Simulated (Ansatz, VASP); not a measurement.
## GaSb: programs and potentials compared

The starting cell:

```
Sb Ga
1.0
     0.00000    3.05900    3.05900
     3.05900    0.00000    3.05900
     3.05900    3.05900    0.00000
Sb Ga
1 1
Cartesian
  4.5885 4.5885 4.5885
  0.0000 0.0000 0.0000
```

Alike in all runs: task relaxation of cell and atoms; functional RPBE; dispersion D4; k mesh 8 × 8 × 8; occupations fermi-dirac, width 0.05 eV; no spin polarisation; no spin-orbit coupling.

```csv
program and potentials,plane-wave cutoff (eV),notes,equilibrium volume (Å³/atom)
"Ansatz, Ansatz PAW",420,"potentials made for PBE, which Ansatz adapts in part; 14 valence electrons an atom on average",28.05
"VASP, PBE PAW files Ga_d, Sb, 600 eV",600,potentials made for PBE; 9 valence electrons an atom on average,28.07
"Ansatz, all-electron LAPW, scalar-relativistic",-,-,28.05
```

The equilibrium volume spans 28.05 (Ansatz, all-electron LAPW, scalar-relativistic) to 28.07 Å³/atom (VASP, PBE PAW files Ga_d, Sb, 600 eV), with all-electron results at 28.05. Some sets were made for another functional than the one run, which can shift their rows. Relaxations stop with a little pressure left, so the last digit of a volume isn't settled.

The functional is the same throughout but for its coding, so the spread measures potentials, basis and numerics; runs on potential files found faulty are left out.
